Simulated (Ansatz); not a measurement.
## Response of Si to small distortions

```
CELL_PARAMETERS angstrom
0.00000 2.73492 2.73492
2.73492 0.00000 2.73492
2.73492 2.73492 0.00000
ATOMIC_POSITIONS crystal
Si 0.00000 0.00000 0.00000
Si 0.25000 0.25000 0.25000
```

Atom numbers follow the list: Si1, Si2.

The structure comes from a relaxation in the same program, started in the diamond type, and has space group Fd-3m. Whether it is a known phase or the ground state wasn't checked.

Level of theory: DFT, PBE, all-electron LAPW, scalar-relativistic (Ansatz 0.2.0).

Sampling and basis: a Γ-centred 13×13×13 k mesh, Fermi–Dirac smearing of 0.05 eV, basis error target 0.25 meV/atom, no spin polarisation.

The unchanged cell is at -0.01 GPa.

Semilocal functionals give too small gaps.

x, y and z are the Cartesian axes of the cell as listed; fractional coordinates follow a strain, and an engineering shear is twice the off-diagonal strain component.

Task: With this change (z strained by +3 % at fixed volume), what becomes of the energy and stress and gap?

Result: Energy change +8 meV/atom; stress change (xx, yy, zz, yz, xz, xy) 1.47, 1.47, -3.10, 0.00, 0.00, 0.00 GPa, compression positive; gap on the k mesh 0.64 → 0.40 eV.

Task: With this change (xy engineering shear strain of -1 %), what becomes of the energy and stress and forces and gap?

Result: Energy change under 1 meV/atom; stress change (xx, yy, zz, yz, xz, xy) 0.01, 0.01, 0.01, 0.00, 0.00, 0.99 GPa, compression positive; change of the force on Si2 (0.000, 0.000, 0.091) eV/Å; gap on the k mesh 0.64 → 0.62 eV.

Task: With this change (atom 1 (Si) moved by (0.0849, 0.0849, 0.0000) Å), what becomes of the energy and stress and forces?

Result: Energy change +47 meV/atom; stress change (xx, yy, zz, yz, xz, xy) 0.32, 0.32, 0.77, 3.07, 3.07, 0.57 GPa, compression positive; change of the force on Si1 (-1.100, -1.100, -0.248) eV/Å.

Task: What force constant does this one finite step give for Si1 along its displacement (all its periodic images move with it)?

Result: k = −ΔF·u/|u|² = 12.96 eV/Å², so the force pulls the atom back.
